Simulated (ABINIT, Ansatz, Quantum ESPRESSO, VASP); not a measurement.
# InPd: 4 runs at one level of theory

```
In Pd
1.0
     0.00000    2.74607    2.74607
     2.74607    0.00000    2.74607
     2.74607    2.74607    0.00000
In Pd
1 1
Direct
  0.00000 0.00000 0.00000
  0.50000 0.50000 0.50000
```

The cell comes from a database or a generator and needn't be the stable form of this composition.

Alike in all runs: task single point; functional PBE; k mesh 8 × 8 × 8; occupations fermi-dirac, width 0.05 eV; no spin polarisation; no spin-orbit coupling. Pressure is positive in compression and, in plane waves, holds the error of the finite cutoff, which Ansatz's Pulay term estimates and takes out.

```
                   program and potentials  plane-wave cutoff (eV)                                                                        notes  band gap (eV)  pressure (GPa)
     VASP, PBE PAW files In_d, Pd, 520 eV                     520                                    11.5 valence electrons an atom on average         no gap            0.20
Quantum ESPRESSO, SSSP 1.3 efficiency PBE                     816                                    15.5 valence electrons an atom on average         no gap            0.12
                 ABINIT, JTH PAW PBE v2.0                     599                                    15.5 valence electrons an atom on average         no gap            0.07
    Ansatz, Ansatz PAW (earlier soft set)                     420  15.5 valence electrons an atom on average; Pulay term of +0.04 GPa included         no gap            0.14
```

None finds a gap. The pressure spans 0.07 (ABINIT, JTH PAW PBE v2.0) to 0.20 GPa (VASP, PBE PAW files In_d, Pd, 520 eV).

Differences between rows come from potentials, basis sets and numerical settings, since the functional is the same but for its coding. Runs on potential files found faulty are left out.

All four runs describe rock-salt InPd as a metal, as the electron count requires. The primitive cell holds one In and one Pd atom and so an odd number of electrons, which cannot fill spin-degenerate bands completely. The Pd 4d states are probably mostly occupied and lie below the Fermi level, with In 5s and 5p states mixed with Pd states providing the broad bands that cross it.

The pressures, from 0.07 to 0.20 GPa, are small for an intermetallic, so the cell lies very close to the PBE equilibrium volume of this structure. Symmetry fixes both atomic positions, leaving the lattice parameter as the only structural freedom. The highest value comes from the run with the fewest valence electrons, and the treatment of the Pd semicore may contribute to the spread.

Near-zero pressure doesn't make this the preferred arrangement: InPd is known in the CsCl type, whose higher coordination by unlike atoms suits metallic bonding, and only a comparison of total energies would rank the two.
